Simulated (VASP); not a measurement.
## C: band structure with PBE

The system is C.

```
CELL_PARAMETERS angstrom
0.00000 1.78581 1.78581
1.78581 0.00000 1.78581
1.78581 1.78581 0.00000
ATOMIC_POSITIONS crystal
C 0.00000 0.00000 0.00000
C 0.25000 0.25000 0.25000
```

This isn't the form of C at room conditions, which is graphite.

```
Program                : VASP 6.6.1
Task                   : band structure
Functional             : PBE
Potentials or basis    : VASP PAW PBE potentials, release 64 (C)
Cutoff                 : 520 eV
k mesh                 : 14 × 14 × 14
Occupations            : gaussian, width 0.03 eV
Spin                   : no spin polarisation
Further INCAR settings : ALGO = Normal; EDIFF = 1e-06; NBANDS = 11
```

| Item | Value |
| --- | --- |
| Pressure | 0.7 GPa |
| Band gap on the k mesh | 4.12 eV, indirect (least direct gap 5.58 eV) |
| Band gap along the path | 4.14 eV, indirect (least direct gap 5.58 eV) |

Levels at the corners of the path, in eV from the valence-band top:
| point | band 1 | band 2 | band 3 | band 4 | band 5 | band 6 | band 7 | band 8 |
| --- | --- | --- | --- | --- | --- | --- | --- | --- |
| Γ | -21.42 | 0.00 | 0.00 | 0.00 | 5.58 | 5.58 | 5.58 | 13.24 |
| X | -12.73 | -12.73 | -6.27 | -6.27 | 4.75 | 4.75 | 16.75 | 16.75 |
| X | -12.73 | -12.73 | -6.27 | -6.27 | 4.75 | 4.75 | 16.75 | 16.75 |
| W | -11.95 | -11.95 | -8.29 | -8.29 | 10.60 | 10.60 | 12.27 | 12.27 |
| W | -11.95 | -11.95 | -8.29 | -8.29 | 10.60 | 10.60 | 12.27 | 12.27 |
| K | -12.95 | -11.70 | -9.28 | -5.34 | 5.67 | 10.72 | 14.32 | 15.57 |
| K | -12.95 | -11.70 | -9.28 | -5.34 | 5.67 | 10.72 | 14.32 | 15.57 |
| Γ | -21.42 | 0.00 | 0.00 | 0.00 | 5.58 | 5.58 | 5.58 | 13.24 |
| Γ | -21.42 | 0.00 | 0.00 | 0.00 | 5.58 | 5.58 | 5.58 | 13.24 |
| L | -15.67 | -13.33 | -2.79 | -2.79 | 8.44 | 8.44 | 8.79 | 15.66 |
| L | -15.67 | -13.33 | -2.79 | -2.79 | 8.44 | 8.44 | 8.79 | 15.66 |
| U | -12.95 | -11.70 | -9.28 | -5.34 | 5.67 | 10.72 | 14.32 | 15.57 |
| U | -12.95 | -11.70 | -9.28 | -5.34 | 5.67 | 10.72 | 14.32 | 15.57 |
| W | -11.95 | -11.95 | -8.29 | -8.29 | 10.60 | 10.60 | 12.27 | 12.27 |
| W | -11.95 | -11.95 | -8.29 | -8.29 | 10.60 | 10.60 | 12.27 | 12.27 |
| L | -15.67 | -13.33 | -2.79 | -2.79 | 8.44 | 8.44 | 8.79 | 15.66 |
| L | -15.67 | -13.33 | -2.79 | -2.79 | 8.44 | 8.44 | 8.79 | 15.66 |
| K | -12.95 | -11.70 | -9.28 | -5.34 | 5.67 | 10.72 | 14.32 | 15.57 |
| U | -12.95 | -11.70 | -9.28 | -5.34 | 5.67 | 10.72 | 14.32 | 15.57 |
| X | -12.73 | -12.73 | -6.27 | -6.27 | 4.75 | 4.75 | 16.75 | 16.75 |

Core levels (eV, on the scale of the bands):
| atom | levels |
| --- | --- |
| 1 C | 1s -256.1 |
| 2 C | 1s -256.1 |

Wall time 19 s on 1 thread of Intel(R) Xeon(R) Platinum 8259CL CPU @ 2.50GHz (Skylake/Cascade Lake), on a shared host, peak memory 0.13 GiB.

PBE gaps usually lie below the measured ones, often by a third to a half.
